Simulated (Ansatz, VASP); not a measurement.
Given: the input of a run of Ansatz 0.2.0 on SrCl2.

File input.yaml:

```yaml
crystal:
  lattice:
    - [0.0, 3.5567663891, 3.5567663891]
    - [3.5567663891, 0.0, 3.5567663891]
    - [3.5567663891, 3.5567663891, 0.0]
  atoms:
    - { symbol: Sr, position: [0.0, 0.0, 0.0] }
    - { symbol: Cl, position: [0.75, 0.75, 0.75] }
    - { symbol: Cl, position: [0.25, 0.25, 0.25] }
hamiltonian:
  xc: pbe
  pseudopotentials: { kind: paw }
kpoints:
  mp_grid: { grid: [7, 7, 7] }
scf:
  occupations: { method: fermi_dirac, width: 0.05 }
output:
  forces: true
  stress: true
  eigenvalues: true
```

Potentials or basis: Ansatz PAW.

Command:

```sh
$ ansatz run input.yaml --threads 2 --pin off --max-ram 5120MiB --backend cpu --events-out ev --progress --plain --runs-dir out
```

**Question.** Set up the same calculation for VASP 6.6.1. Potentials there: VASP PAW PBE potentials, release 64 (Sr_sv, Cl).

**Answer.** As run (the cutoff follows the program's own potentials):

File INCAR:

```
SYSTEM = SrCl2
  ALGO = Normal
  EDIFF = 1E-7
  ENCUT = 520
  GGA = PE
  ISIF = 2
  ISMEAR = -1
  LASPH = .TRUE.
  LCHARG = .FALSE.
  LREAL = .FALSE.
  LWAVE = .FALSE.
  NBANDS = 19
  NELM = 60
  PREC = Accurate
  SIGMA = 0.05
```

Contents of KPOINTS:

```
k-points
0
G
  7 7 7
  0 0 0
```

Contents of POSCAR:

```
SrCl2
1.0
    0.0000000000      3.5567663891      3.5567663891
    3.5567663891      0.0000000000      3.5567663891
    3.5567663891      3.5567663891      0.0000000000
Sr Cl
1 2
Direct
    0.0000000000      0.0000000000      0.0000000000
    0.7500000000      0.7500000000      0.7500000000
    0.2500000000      0.2500000000      0.2500000000
```

Potentials or basis: VASP PAW PBE potentials, release 64 (Sr_sv, Cl).

Launch:

```bash
$ cat potpaw_PBE.64/Sr_sv/POTCAR potpaw_PBE.64/Cl/POTCAR > POTCAR
$ mpirun -np 1 vasp_std > vasp.out
```

Both were run:

|  | VASP | Ansatz | Ansatz less VASP |
| --- | --- | --- | --- |
| gap on the k mesh at the Fermi level (eV) | 5.15 | 5.15 | +0.003 |
| least direct gap on the mesh (eV) | 5.43 | 5.43 | +0.001 |
| pressure (GPa) | -0.9 | -1.0 | -0.06 |

Caveats: an odd mesh through Γ misses points on the zone boundary, where band edges often lie (VASP); odd divisions of the mesh miss points on the zone boundary, where band edges often lie, so the gap on the mesh can be too wide (Ansatz).
